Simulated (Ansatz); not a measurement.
# Al3GaN4 (P-43m), zone-centre modes

Computed with DFT r2SCAN, scalar-relativistic, plane waves, PAW in Ansatz 0.2.0. The runs took a 500 eV cutoff, a Γ-centred 6×6×6 mesh and Gaussian smearing (0.05 eV). No spin polarisation.

Reference structure (relaxed at this level; it needn't be the usual structure):

```
CELL_PARAMETERS angstrom
4.40124 0.00000 0.00000
0.00000 4.40124 0.00000
0.00000 0.00000 4.40124
ATOMIC_POSITIONS crystal
Al 0.50000 0.50000 0.00000
Al 0.50000 0.00000 0.50000
Al 0.00000 0.50000 0.50000
Ga 0.00000 0.00000 0.00000
N 0.74446 0.74446 0.25554
N 0.74446 0.25554 0.74446
N 0.25554 0.74446 0.74446
N 0.25554 0.25554 0.25554
```

Harmonic modes by finite displacements of 0.02 Å, without the LO–TO term.

(1) At this geometry, is the structure stable against these modes?

(2) List the wavenumbers in cm⁻¹.

Results:

(1) Yes: no mode is imaginary beyond 10 cm⁻¹, and only the three translations lie near zero.

(2) 0, 0, 0, 254, 254, 254, 346, 346, 346, 535, 535, 535, 623, 623, 623, 668, 668, 668, 671, 671, 671, 708, 724, 724.